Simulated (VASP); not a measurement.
# BaS (Fm-3m) in VASP: settings compared

Aim: see how the results for BaS move with the level of theory and the settings. Levels: PBE, PBE+D3(BJ). Tasks: single point.

Everything below comes from runs of VASP 6.6.1. Logs are shortened: lines on timing, memory, paths and dates and some standing lists are left out, and cuts for length are marked.

**Measured values to compare with.**

From a printed reference work, monograph, original work of 1988, for a bulk crystal of BaS at 2 K: band gap 3.806 eV (indirect).

How close the calculation comes is told below.

## Step 1: The cell of the first run

Symmetry: Fm-3m, No. 225, cubic system. Conventional cell: a = 6.438 Å, b = 6.438 Å, c = 6.438 Å, α = 90.00°, β = 90.00°, γ = 90.00°. Within 4.2 Å of S (site symmetry m-3m) lie 6 Ba at 3.22 Å. Within 4.2 Å of Ba (site symmetry m-3m) lie 6 S at 3.22 Å.

## Step 2: Single point, PBE, collinear spin, zero start

File INCAR:

```
SYSTEM = BaS
PREC     = Accurate       ! precision mode
ENCUT    = 520            ! plane-wave cutoff, eV
EDIFF    = 1E-7           ! SCF threshold, eV
ISMEAR   = -1             ! smearing method
SIGMA    = 0.1            ! smearing width, eV
LREAL    = .False.        ! projectors in reciprocal space
LASPH    = .True.         ! aspherical terms in the spheres
NELM     = 150            ! most SCF steps
ALGO     = Normal         ! electronic algorithm
ISIF     = 2              ! what is computed and relaxed
LWAVE    = .False.        ! write WAVECAR
LCHARG   = .False.        ! write CHGCAR
ISPIN    = 2              ! spin polarisation
MAGMOM   = 0 0            ! initial moments
LORBIT   = 11             ! projections on sites
GGA      = PE             ! functional
NBANDS   = 19             ! bands
```

File KPOINTS:

```
Automatic mesh
0
Gamma
  5 5 5
  0 0 0
```

File POSCAR:

```
BaS
1.0
    0.0000000000      3.2189000900      3.2189000900
    3.2189000900      0.0000000000      3.2189000900
    3.2189000900      3.2189000900      0.0000000000
S Ba
1 1
Direct
    0.5000000000      0.5000000000      0.5000000000
    0.0000000000      0.0000000000      0.0000000000
```

Potentials or basis: VASP PAW PBE potentials, release 64 (S, Ba_sv).

The run is started by

```bash
cat potpaw_PBE.64/S/POTCAR potpaw_PBE.64/Ba_sv/POTCAR > POTCAR
mpirun -np 1 vasp_std > vasp.out
```

OUTCAR:

```text
SYSTEM = BaS
   PREC = Accurate
   ENCUT = 520
   EDIFF = 1E-7
   ISMEAR = -1
   LREAL = .False.
   LASPH = .True.
   NELM = 150
   ISIF = 2
   ISPIN = 2
   LORBIT = 11
   GGA = PE

 ion  position               nearest neighbor table
   1  0.500  0.500  0.500-   2 3.22   2 3.22   2 3.22   2 3.22   2 3.22   2 3.22
   2  0.000  0.000  0.000-   1 3.22   1 3.22   1 3.22   1 3.22   1 3.22   1 3.22

  LATTYP: Found a face centered cubic cell.
 ALAT       =     6.4378001800

  Lattice vectors:

 A1 = (   0.0000000000,   3.2189000900,   3.2189000900)
 A2 = (   3.2189000900,   0.0000000000,   3.2189000900)
 A3 = (   3.2189000900,   3.2189000900,   0.0000000000)

Analysis of symmetry for initial positions (statically):
=====================================================================
 Subroutine PRICEL returns:
 Original cell was already a primitive cell.

 Routine SETGRP: Setting up the symmetry group for a
 face centered cubic supercell.

 Subroutine GETGRP returns: Found 48 space group operations
 (whereof 48 operations were pure point group operations)
 out of a pool of 48 trial point group operations.

The static configuration has the point symmetry O_h .

Analysis of symmetry for dynamics (positions and initial velocities):
=====================================================================
 Subroutine PRICEL returns:
 Original cell was already a primitive cell.

 Routine SETGRP: Setting up the symmetry group for a
 face centered cubic supercell.

 Subroutine GETGRP returns: Found 48 space group operations
 (whereof 48 operations were pure point group operations)
 out of a pool of 48 trial point group operations.

The dynamic configuration has the point symmetry O_h .

Analysis of structural, dynamic, and magnetic symmetry:
=====================================================================
 Subroutine PRICEL returns:
 Original cell was already a primitive cell.

 Routine SETGRP: Setting up the symmetry group for a
 face centered cubic supercell.

 Subroutine GETGRP returns: Found 48 space group operations
 (whereof 48 operations were pure point group operations)
 out of a pool of 48 trial point group operations.

The overall configuration has the point symmetry O_h .

 Subroutine INISYM returns: Found 48 space group operations
 (whereof 48 operations are pure point group operations),
 and found     1 'primitive' translations

[... 101 lines left out ...]
  Fermi-wavevector in a.u.,A,eV,Ry     =   1.017179  1.922189 14.077307  1.034653
  Thomas-Fermi vector in A             =   2.150565
   LORBIT       =     11    0 simple, 1 ext, 2 COOP (PROOUT), +10 PAW based schemes
   GGA     = PE    functional components
   LHFCALC =     F    Hartree Fock is set to
   AEXX    =    0.0000 exact exchange contribution
   IVDW    =     0    specifies the selected vdW correction
   LEPSILON=     F    determine dielectric tensor
   LRPA    =     F    only Hartree local field effects (RPA)
 spin polarized calculation
  energy-cutoff  :      520.00
  volume of cell :       66.70
 maximum number of plane-waves:      1808
 NGX is ok and might be reduce to    36
   NGX = 17   NGY = 17   NGZ = 17

 number of electron      16.0000002 magnetization      -0.0000000

 number of electron      16.0000002 magnetization       0.0000000

 Free energy of the ion-electron system (eV)
  ---------------------------------------------------
  ext. energy  EPLUGINS =         0.00000000
  ---------------------------------------------------
  free energy    TOTEN  =       -10.19269013 eV

  energy without entropy =      -10.19268621  energy(sigma->0) =      -10.19268817

 E-fermi :   2.4864     XC(G=0):  -8.5281

 val. band max:        1.3347299459   @ k =   0.0000   0.0000   0.0000
 cond. band min:       3.5929548398   @ k =   0.4000   0.4000   0.0000
 fundamental gap:      2.2582248938
 Fermi energy:         2.4863690051

 spin component 1

 k-point     1 :       0.0000    0.0000    0.0000
  band No.  band energies     occupation
      1     -24.8171      1.00000
      2      -9.8750      1.00000
      3      -9.8750      1.00000
      4      -9.8750      1.00000
      5      -8.9895      1.00000
      6       1.3347      0.99999
[... 196 lines left out ...]
      5      -8.3537      1.00000
      6       0.2007      1.00000
[... 11 lines left out ...]
     18      14.0041      0.00000
     19      14.1464      0.00000
 Fermi energy:         2.4863690051

 spin component 2

 k-point     1 :       0.0000    0.0000    0.0000
  band No.  band energies     occupation
      1     -24.8171      1.00000
      2      -9.8750      1.00000
      3      -9.8750      1.00000
      4      -9.8750      1.00000
      5      -8.9896      1.00000
      6       1.3347      0.99999
[... 197 lines left out ...]
      6       0.2007      1.00000
[... 11 lines left out ...]
     18      14.0041      0.00000
     19      14.1464      0.00000

------------------------ aborting loop because EDIFF is reached ----------------------------------------

  FORCE on cell =-STRESS in cart. coord.  units (eV):
  Direction    XX          YY          ZZ          XY          YZ          ZX
  --------------------------------------------------------------------------------------
  -------------------------------------------------------------------------------------
  Total        0.1539279      0.1539279      0.1539279      0.0000000     -0.0000000     -0.0000000
  in kB        3.6972202      3.6972202      3.6972202      0.0000000     -0.0000000     -0.0000000
  external PRESSURE =       3.6972202 kB  Pullay stress =       0.0000000 kB

 VOLUME and BASIS-vectors are now :
 -----------------------------------------------------------------------------
  energy-cutoff  :      520.00
  volume of cell :       66.70
      direct lattice vectors                 reciprocal lattice vectors
     0.000000000  3.218900090  3.218900090    -0.155332563  0.155332563  0.155332563
     3.218900090  0.000000000  3.218900090     0.155332563 -0.155332563  0.155332563
     3.218900090  3.218900090  0.000000000     0.155332563  0.155332563 -0.155332563

 POSITION                                       TOTAL-FORCE (eV/Angst)
 -----------------------------------------------------------------------------------
      3.21890      3.21890      3.21890         0.000000      0.000000     -0.000000
      0.00000      0.00000      0.00000        -0.000000     -0.000000      0.000000
 -----------------------------------------------------------------------------------
    total drift:                                0.000000      0.000000      0.000000

  FREE ENERGIE OF THE ION-ELECTRON SYSTEM (eV)
  ---------------------------------------------------
  free  energy   TOTEN  =       -10.1926901302 eV

  energy  without entropy=      -10.1926862129  energy(sigma->0) =      -10.19268817

 total charge

# of ion       s       p       d       tot
------------------------------------------
    1        1.320   2.422   0.000   3.743
    2        2.009   5.618   0.266   7.893
--------------------------------------------------
tot          3.330   8.041   0.266  11.636

 magnetization (x)

# of ion       s       p       d       tot
------------------------------------------
    1       -0.000   0.000   0.000   0.000
    2       -0.000   0.000  -0.000   0.000
--------------------------------------------------
tot         -0.000   0.000  -0.000   0.000
```

stdout:

```text
POSCAR found type information on POSCAR S Ba
 POSCAR found :  2 types and       2 ions
 scaLAPACK will be used
 LDA part: xc-table for (Slater+PW92), standard interpolation
 POSCAR, INCAR and KPOINTS ok, starting setup
 FFT: planning ... GRIDC
 FFT: planning ... GRID_SOFT
 FFT: planning ... GRID
 WAVECAR not read
 entering main loop
```

It took 46 s on 1 thread of Intel Xeon Platinum 8259CL at 2.50GHz (Skylake/Cascade Lake), shared host; peak memory 0.24 GiB.

Results:

* Free energy: -10.1927 eV
* Pressure: 0.4 GPa
* Band gap on the k mesh: 2.26 eV (least direct gap 2.42 eV)
* Net moment: 0.00 μB per cell
* Valence electrons inside the program's atomic spheres: S 3.74; Ba 7.89

Caveat: spin-orbit coupling is left out, which moves the levels of the heavy elements; an odd mesh through Γ misses points on the zone boundary, where band edges can lie.

## Step 3: Single point, PBE, collinear spin, zero start

File INCAR:

```
PREC = Accurate
ENCUT = 520
EDIFF = 1E-6
ISMEAR = -1
SIGMA = 0.1
LREAL = False
LASPH = True
NELM = 150
ALGO = Normal
ISIF = 2
LWAVE = False
LCHARG = False
ISPIN = 2
MAGMOM = 0 0
LORBIT = 11
GGA = PE
NBANDS = 19
```

File KPOINTS:

```
regular mesh
0
Gamma
  5 5 5
```

POSCAR is that of step 2.

Potentials or basis: VASP PAW PBE potentials, release 64 (S, Ba_sv).

The run is started by

```bash
cat potpaw_PBE.64/S/POTCAR potpaw_PBE.64/Ba_sv/POTCAR > POTCAR
mpirun -np 1 vasp_std > vasp.out
```

OUTCAR:

```text
PREC = Accurate
   ENCUT = 520
   EDIFF = 1E-6
   ISMEAR = -1
   LREAL = False
   LASPH = True
   NELM = 150
   ISIF = 2
   ISPIN = 2
   LORBIT = 11
   GGA = PE

 ion  position               nearest neighbor table
   1  0.500  0.500  0.500-   2 3.22   2 3.22   2 3.22   2 3.22   2 3.22   2 3.22
   2  0.000  0.000  0.000-   1 3.22   1 3.22   1 3.22   1 3.22   1 3.22   1 3.22

  LATTYP: Found a face centered cubic cell.
 ALAT       =     6.4378001800

  Lattice vectors:

 A1 = (   0.0000000000,   3.2189000900,   3.2189000900)
 A2 = (   3.2189000900,   0.0000000000,   3.2189000900)
 A3 = (   3.2189000900,   3.2189000900,   0.0000000000)

Analysis of symmetry for initial positions (statically):
=====================================================================
 Subroutine PRICEL returns:
 Original cell was already a primitive cell.

 Routine SETGRP: Setting up the symmetry group for a
 face centered cubic supercell.

 Subroutine GETGRP returns: Found 48 space group operations
 (whereof 48 operations were pure point group operations)
 out of a pool of 48 trial point group operations.

The static configuration has the point symmetry O_h .

Analysis of symmetry for dynamics (positions and initial velocities):
=====================================================================
 Subroutine PRICEL returns:
 Original cell was already a primitive cell.

 Routine SETGRP: Setting up the symmetry group for a
 face centered cubic supercell.

 Subroutine GETGRP returns: Found 48 space group operations
 (whereof 48 operations were pure point group operations)
 out of a pool of 48 trial point group operations.

The dynamic configuration has the point symmetry O_h .

Analysis of structural, dynamic, and magnetic symmetry:
=====================================================================
 Subroutine PRICEL returns:
 Original cell was already a primitive cell.

 Routine SETGRP: Setting up the symmetry group for a
 face centered cubic supercell.

 Subroutine GETGRP returns: Found 48 space group operations
 (whereof 48 operations were pure point group operations)
 out of a pool of 48 trial point group operations.

The overall configuration has the point symmetry O_h .

 Subroutine INISYM returns: Found 48 space group operations
 (whereof 48 operations are pure point group operations),
 and found     1 'primitive' translations

----------------------------------------------------------------------------------------

                                     Primitive cell

  volume of cell :      66.7041

  direct lattice vectors                    reciprocal lattice vectors
     0.000000000  3.218900090  3.218900090    -0.155332563  0.155332563  0.155332563
     3.218900090  0.000000000  3.218900090     0.155332563 -0.155332563  0.155332563
     3.218900090  3.218900090  0.000000000     0.155332563  0.155332563 -0.155332563

  length of vectors
     4.552212163  4.552212163  4.552212163     0.269043891  0.269043891  0.269043891

  position of ions in fractional coordinates (direct lattice)
     0.500000000  0.500000000  0.500000000
     0.000000000  0.000000000  0.000000000

[... 53 lines left out ...]
   ISTART =      0    job   : 0-new  1-cont  2-samecut
   ICHARG =      2    charge: 1-file 2-atom 10-const
   ISPIN  =      2    spin polarized calculation?
   LNONCOLLINEAR =      F non collinear calculations
   LSORBIT =      F    spin-orbit coupling
   LASPH  =      T    aspherical Exc in radial PAW
   ENCUT  =  520.0 eV  38.22 Ry    6.18 a.u.   8.46  8.46  8.46*2*pi/ulx,y,z
   NELM   =    150;   NELMIN=  2; NELMDL= -5     # of ELM steps
   EDIFF  = 0.1E-05   stopping-criterion for ELM
   LREAL  =      F    real-space projection
   EDIFFG = 0.1E-04   stopping-criterion for IOM
   NSW    =      0    number of steps for IOM
   IBRION =     -1    ionic relax: 0-MD 1-quasi-New 2-CG
   NFREE  =      0    steps in history (QN), initial steepest desc. (CG)
   ISIF   =      2    stress and relaxation
   ISYM   =      2    0-nonsym 1-usesym 2-fastsym
   POTIM  = 0.5000    time-step for ionic-motion
   TEBEG  =    0.0;   TEEND  =   0.0 temperature during run
   PSTRESS=    0.0 pullay stress
   NELECT =      16.0000    total number of electrons
   NUPDOWN=      -1.0000    fix difference up-down
   EMIN   =  10.00;   EMAX   =-10.00  energy-range for DOS
   EFERMI =   0.00;   METHOD = LEGACY
   ISMEAR =    -1;   SIGMA  =   0.10  broadening in eV -4-tet -1-fermi 0-gaus
   EFERMI_NEDOS =   21; number of points for ismear=-14 and -15
   IALGO  =     38    algorithm
   IMIX   =      4    mixing-type and parameters
     AMIX     =   0.40;   BMIX     =  1.00
     AMIX_MAG =   1.60;   BMIX_MAG =  1.00
  volume/ion in A,a.u.               =      33.35       225.07
  Fermi-wavevector in a.u.,A,eV,Ry     =   1.017179  1.922189 14.077307  1.034653
  Thomas-Fermi vector in A             =   2.150565
   LORBIT       =     11    0 simple, 1 ext, 2 COOP (PROOUT), +10 PAW based schemes
   GGA     = PE    functional components
   LHFCALC =     F    Hartree Fock is set to
   AEXX    =    0.0000 exact exchange contribution
   IVDW    =     0    specifies the selected vdW correction
   LEPSILON=     F    determine dielectric tensor
   LRPA    =     F    only Hartree local field effects (RPA)
 spin polarized calculation
  energy-cutoff  :      520.00
  volume of cell :       66.70
 maximum number of plane-waves:      1808
 NGX is ok and might be reduce to    36
   NGX = 17   NGY = 17   NGZ = 17

 number of electron      16.0000002 magnetization      -0.0000000

 number of electron      16.0000002 magnetization       0.0000000

 Free energy of the ion-electron system (eV)
  ---------------------------------------------------
  ext. energy  EPLUGINS =         0.00000000
  ---------------------------------------------------
  free energy    TOTEN  =       -10.19269013 eV

  energy without entropy =      -10.19268621  energy(sigma->0) =      -10.19268817

 E-fermi :   2.4864     XC(G=0):  -8.5281

 val. band max:        1.3347301435   @ k =   0.0000   0.0000   0.0000
 cond. band min:       3.5929547879   @ k =   0.4000   0.4000   0.0000
 fundamental gap:      2.2582246444
 Fermi energy:         2.4863689936

 spin component 1

 k-point     1 :       0.0000    0.0000    0.0000
  band No.  band energies     occupation
      1     -24.8171      1.00000
      2      -9.8750      1.00000
      3      -9.8750      1.00000
      4      -9.8750      1.00000
      5      -8.9895      1.00000
      6       1.3347      0.99999
[... 196 lines left out ...]
      5      -8.3537      1.00000
      6       0.2007      1.00000
[... 11 lines left out ...]
     18      14.0041      0.00000
     19      14.1464      0.00000
 Fermi energy:         2.4863689936

 spin component 2

 k-point     1 :       0.0000    0.0000    0.0000
  band No.  band energies     occupation
      1     -24.8171      1.00000
      2      -9.8750      1.00000
      3      -9.8750      1.00000
      4      -9.8750      1.00000
      5      -8.9895      1.00000
      6       1.3347      0.99999
[... 197 lines left out ...]
      6       0.2007      1.00000
[... 11 lines left out ...]
     18      14.0041      0.00000
     19      14.1464      0.00000

------------------------ aborting loop because EDIFF is reached ----------------------------------------

  FORCE on cell =-STRESS in cart. coord.  units (eV):
  Direction    XX          YY          ZZ          XY          YZ          ZX
  --------------------------------------------------------------------------------------
  -------------------------------------------------------------------------------------
  Total        0.1538516      0.1538516      0.1538516      0.0000000      0.0000000      0.0000000
  in kB        3.6953883      3.6953883      3.6953883      0.0000000      0.0000000      0.0000000
  external PRESSURE =       3.6953883 kB  Pullay stress =       0.0000000 kB

 VOLUME and BASIS-vectors are now :
 -----------------------------------------------------------------------------
  energy-cutoff  :      520.00
  volume of cell :       66.70
      direct lattice vectors                 reciprocal lattice vectors
     0.000000000  3.218900090  3.218900090    -0.155332563  0.155332563  0.155332563
     3.218900090  0.000000000  3.218900090     0.155332563 -0.155332563  0.155332563
     3.218900090  3.218900090  0.000000000     0.155332563  0.155332563 -0.155332563

 POSITION                                       TOTAL-FORCE (eV/Angst)
 -----------------------------------------------------------------------------------
      3.21890      3.21890      3.21890         0.000000      0.000000     -0.000000
      0.00000      0.00000      0.00000         0.000000     -0.000000      0.000000
 -----------------------------------------------------------------------------------
    total drift:                                0.000000      0.000000      0.000000

  FREE ENERGIE OF THE ION-ELECTRON SYSTEM (eV)
  ---------------------------------------------------
  free  energy   TOTEN  =       -10.1926901300 eV

  energy  without entropy=      -10.1926862127  energy(sigma->0) =      -10.19268817

 total charge

# of ion       s       p       d       tot
------------------------------------------
    1        1.320   2.422   0.000   3.743
    2        2.009   5.618   0.266   7.893
--------------------------------------------------
tot          3.330   8.041   0.266  11.636

 magnetization (x)

# of ion       s       p       d       tot
------------------------------------------
    1       -0.000  -0.000   0.000  -0.000
    2       -0.000   0.000  -0.000   0.000
--------------------------------------------------
tot         -0.000   0.000  -0.000  -0.000
```

stdout:

```text
POSCAR found type information on POSCAR S Ba
 POSCAR found :  2 types and       2 ions
 scaLAPACK will be used
 LDA part: xc-table for (Slater+PW92), standard interpolation
 POSCAR, INCAR and KPOINTS ok, starting setup
 FFT: planning ... GRIDC
 FFT: planning ... GRID_SOFT
 FFT: planning ... GRID
 WAVECAR not read
 entering main loop
```

It took 49 s on 1 thread of Intel Xeon Platinum 8259CL at 2.50GHz (Skylake/Cascade Lake), shared host; peak memory 0.23 GiB.

What came out:

| Property | Result |
| --- | --- |
| Free energy | -10.1927 eV |
| Pressure | 0.4 GPa |
| Band gap on the k mesh | 2.26 eV (least direct gap 2.42 eV) |
| Net moment | 0.00 μB per cell |
| Valence electrons inside the program's atomic spheres | S 3.74; Ba 7.89 |

Caveat: spin-orbit coupling is left out, which moves the levels of the heavy elements; an odd mesh through Γ misses points on the zone boundary, where band edges can lie.

[end of part 1 of 2]
